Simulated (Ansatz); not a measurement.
# CaB₆ (Pm-3m) at 2 levels of theory

One geometry, relaxed with PBE; plane waves with PAW potentials in Ansatz, scalar-relativistic. No spin polarisation. Gaps are the least over mesh and band path; pressure is positive in compression.

```cif
data_structure
_symmetry_space_group_name_H-M 'P 1'
_symmetry_Int_Tables_number 1
_cell_length_a 4.1479
_cell_length_b 4.1479
_cell_length_c 4.1479
_cell_angle_alpha 90.000
_cell_angle_beta 90.000
_cell_angle_gamma 90.000
_cell_volume 71.37
loop_
_atom_site_label
_atom_site_type_symbol
_atom_site_fract_x
_atom_site_fract_y
_atom_site_fract_z
_atom_site_occupancy
Ca1 Ca 0.00000 0.00000 0.00000 1
B1 B 0.20178 0.50000 0.50000 1
B2 B 0.50000 0.20178 0.50000 1
B3 B 0.79822 0.50000 0.50000 1
B4 B 0.50000 0.79822 0.50000 1
B5 B 0.50000 0.50000 0.20178 1
B6 B 0.50000 0.50000 0.79822 1
```

```csv
level,cutoff (eV),k mesh,gap (eV),pressure (GPa)
PBE,420,8×8×8,0,0.0
```

Question: What comes out on the same cell with PBEsol?

Answer:
```
 level  cutoff (eV)  k mesh  gap (eV)  pressure (GPa)
PBEsol          420   8×8×8         0            -2.3
```

The smearing is narrow for a metal on this mesh.

The cell was found by a structure search, and a cell as deposited in COD relaxes into it. Bands overlap only slightly here, and a semilocal functional can close a small real gap.
